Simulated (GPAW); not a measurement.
Runs of GPAW 26.7.0 on TiC. It takes space group P-6m2 (No. 187, hexagonal). Conventional cell: a = 3.042 Å, b = 3.042 Å, c = 2.698 Å, α = 90.00°, β = 90.00°, γ = 120.00°. Around Ti (site symmetry -6m2) lie 6 C at 2.21 Å. C (site symmetry -6m2) has 6 Ti at 2.21 Å as nearest neighbours. The cell was built by a generator and needn't be a form met in nature.

```tsv
task	level	potentials or basis	cell	smearing	eigensolver	optimizer	fmax	max steps	convergence	gap on the mesh (eV)	pressure (GPa)	relaxed volume (Å³/atom)
relaxation of cell and atoms	BLYP+D4	PAW data sets generated in the run's folder for this functional, pw	relaxed	fermi-dirac 0.05 eV	davidson	LBFGS	0.02 eV/Å	100	density=1e-05 forces=0.0001	none	0.0	(a)
single point	PBE	GPAW PAW data sets (gpaw-data 1.2.1), pw	as given	gaussian 0.013 eV	-	-	-	-	-	none	(b)	-
relaxation of cell and atoms	BLYP+D3(BJ)	PAW data sets generated in the run's folder for this functional, pw	relaxed	fermi-dirac 0.05 eV	davidson	BFGS	0.02 eV/Å	60	density=1e-05 forces=0.0001	0.08	-0.2	10.46
band structure	r2SCAN	GPAW PAW data sets (gpaw-data 1.2.1), pw	as given	fermi-dirac 0.05 eV	-	-	-	-	-	-	-0.7	-
```

Alike in all rows: no spin polarisation; k mesh 10 × 10 × 10; cutoff (eV) 800.

Fill in the values left out.

(a) 10.76; (b) 0.5.

Caveats: later steps reuse the first step's grids (some runs); pairwise dispersion overbinds metals, which lowers pressure and volume (some runs); the PAW data sets were made with another functional, which shifts forces and pressure a little (some runs).

A k mesh can miss the band edges.

A gap of «none» marks a metal or a gap under the smearing width.
